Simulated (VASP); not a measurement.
Crystal: Si.

```xyz
2
Lattice="0.0000 2.7219 2.7219 2.7219 0.0000 2.7219 2.7219 2.7219 0.0000" Properties=species:S:1:pos:R:3 pbc="T T T"
Si    2.7219    2.7219    2.7219
Si    4.0828    4.0828    4.0828
```

* Program: VASP 6.6.1
* Task: relaxation of cell and atoms
* Functional: RPBE
* Potentials or basis: VASP PAW PBE potentials, release 64 (Si)
* Cutoff: 600 eV
* k mesh: 8 × 8 × 8
* Occupations: fermi-dirac, width 0.05 eV
* Spin: no spin polarisation

At the start: pressure 2.7 GPa; volume 20.16 Å³/atom.

**Question.** How do energy, volume and symmetry change on relaxing?

**Answer.** Over 3 steps the energy falls by 4.9 meV/atom and the volume is 20.77 Å³/atom (+3.0 %); space group Fd-3m (No. 227, to 0.05 Å).

The path:
```tsv
step	energy change (eV)	largest force (eV/Å)	pressure (GPa)	volume (Å³)
1	0.0000	0.0000	2.69	40.33
2	-0.0059	0.0000	-1.56	42.34
3	-0.0099	0.0000	0.02	41.54
```

Final structure:
```yaml
crystal:
  lattice:
    - [0.00000, 2.74879, 2.74879]
    - [2.74879, 0.00000, 2.74879]
    - [2.74879, 2.74879, 0.00000]
  atoms:
    - { symbol: Si, position: [0.50000, 0.50000, 0.50000] }
    - { symbol: Si, position: [0.75000, 0.75000, 0.75000] }
```

Caveat: the PAW data sets were made with another functional, which shifts forces and pressure a little.
